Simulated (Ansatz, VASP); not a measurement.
**Pd: VASP beside Ansatz**

The input INCAR:

```
PREC = Accurate
ENCUT = 520
EDIFF = 1E-6
ISMEAR = 0
SIGMA = 0.1
LREAL = F
LASPH = T
NELM = 60
ALGO = Normal
ISIF = 2
LWAVE = F
LCHARG = F
GGA = PS
NBANDS = 17
```

Contents of KPOINTS:

```
regular mesh
0
Gamma
  6 6 4
```

Contents of POSCAR:

```
Pd
1.0
    2.7857516016      0.0000000000      0.0000000000
   -1.3928758008      2.4125316556      0.0000000000
    0.0000000000      0.0000000000      4.5579119967
Pd
2
Direct
    0.3333333333      0.6666666667      0.2500000000
    0.6666666667      0.3333333333      0.7500000000
```

Input for Ansatz:

```yaml
crystal:
  lattice:
    - [2.7857516016, 0.0, 0.0]
    - [-1.3928758008, 2.4125316556, 0.0]
    - [0.0, 0.0, 4.5579119967]
  atoms:
    - { symbol: Pd, position: [0.3333333333, 0.6666666667, 0.25] }
    - { symbol: Pd, position: [0.6666666667, 0.3333333333, 0.75] }
basis:
  ecutwfc: 420
kpoints:
  mp_grid: { grid: [6, 6, 4] }
hamiltonian:
  xc: pbesol
scf:
  occupations: { method: gaussian, width: 0.1 }
output:
  forces: true
  stress: true
  eigenvalues: true
```

Alike in both runs: task single point; functional PBEsol; k mesh 6 × 6 × 4; occupations gaussian, width 0.1 eV; no spin polarisation.

```csv
,VASP,Ansatz
version,VASP 6.6.1,Ansatz 0.2.0
potentials or method,"VASP PAW PBE potentials, release 64 (Pd)","scalar-relativistic, plane waves, PAW"
plane-wave cutoff (eV),520,420
valence electrons in the cell,20,36
```

```csv
,VASP,Ansatz,Ansatz less VASP
gap on the k mesh at the Fermi level (eV),none,none,-
pressure (GPa),-9.1,-8.8,+0.29
largest component of the traceless stress (GPa),3.06,3.14,+0.079
```

A gap of «none» marks a metal or a gap that the smearing closes. With one functional, cell and mesh, what is left measures potentials, basis and numerics. The two sets of potentials don't hold the same shells in valence.

Caveats: the k mesh is coarse (spacing up to 0.43 Å⁻¹), so the values aren't converged; the PAW data sets were made with another functional, which shifts forces and pressure a little (VASP).
